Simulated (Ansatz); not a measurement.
**AlP: zone-centre modes under pressure**

AlP, F-43m, a = 5.434 Å. Ansatz: LDA, PAW, 420 eV, Γ-centred 8×8×8 mesh on 2 atoms, fixed occupations; no spin polarisation. Cell and atoms are relaxed at each pressure with the symmetry kept; optical modes at Γ by linear response, in cm⁻¹, the highest, without the LO field.

```
P (GPa) V (Å³/atom)     ω1
      0       20.057  440.2
      7       18.744  477.5
     18       17.295  524.9
     35       15.775      ?
```

Get the mode's Grüneisen parameter γ = −d ln ω/d ln V from the other rows and predict the missing frequency.

ln(V/V0) = 0.0000, -0.0677, -0.1482, -0.2402; a line through ln(ω/ω0) of the 3 known rows gives ω1: γ = 1.187 (intercept 0.0003), predicted 585.6, computed 583.3. The miss is 0.4 %, or 2 % of the shift under pressure, so a constant γ serves at that level.

The mesh isn't the same in all rows (8×8×8, 10×10×10).

Cost: 4 runs of about 2.6 core-minutes in all, on Intel Xeon Processor @ 2.70GHz (shared hosts).